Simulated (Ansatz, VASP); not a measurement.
PbSe (Clausthalite) in VASP and in Ansatz

```xyz
2
Lattice="0.0000 3.0606 3.0606 3.0606 0.0000 3.0606 3.0606 3.0606 0.0000" Properties=species:S:1:pos:R:3 pbc="T T T"
Pb    0.0000    0.0000    0.0000
Se    3.0606    3.0606    3.0606
```

Alike in both runs: task single point; functional PBE; k mesh 8 × 8 × 8; occupations gaussian, width 0.02 eV; no spin polarisation.

|  | VASP | Ansatz |
| --- | --- | --- |
| version | VASP 6.6.1 | Ansatz 0.2.0 |
| potentials or method | VASP PAW PBE potentials, release 64 (Pb, Se) | Ansatz PAW |
| plane-wave cutoff (eV) | 500 | 420 |
| valence electrons in the cell | 10 | 30 |

|  | VASP | Ansatz | Ansatz less VASP |
| --- | --- | --- | --- |
| gap on the k mesh at the Fermi level (eV) | 0.29 | 0.29 | -0.004 |
| least direct gap on the mesh (eV) | 0.29 | 0.29 | -0.004 |
| pressure (GPa) | 2.2 | 2.4 | +0.26 |

The functional is the same, so the differences come from potentials, cutoffs and numerics. The two sets of potentials don't hold the same shells in valence.

Caveats: spin-orbit coupling is left out, which as a rule narrows the gap of such compounds by several tenths of an eV. A k mesh can miss the band edges.
